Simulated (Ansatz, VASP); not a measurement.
**One calculation of Re, two programs**

```
CELL_PARAMETERS angstrom
2.74093 0.00003 0.00003
-1.37044 2.37369 -0.00001
0.00005 0.00001 4.40654
ATOMIC_POSITIONS crystal
Re 0.32214 0.66275 0.26279
Re 0.65548 0.32942 0.76279
```

Alike in both runs: functional LDA; k mesh 9 × 9 × 5; occupations fermi-dirac, width 0.05 eV; no spin polarisation.

Ansatz relaxed the structure, and its values are those at the end. VASP's run is a single point on that final structure, the one shown.

```csv
,VASP,Ansatz
version,VASP 6.6.1,Ansatz 0.2.0
potentials or method,"VASP PAW LDA potentials, release 64 (Re), cutoff 520 eV","all-electron LAPW, scalar-relativistic"
```

Ansatz gave:

- pressure (GPa): 0.0

Estimate VASP's values.

pressure (GPa): 1.5.

Ansatz ran all-electron here, so the differences hold the error of VASP's frozen core and of both bases.

Spin-orbit coupling is left out, which matters for the levels of Re.
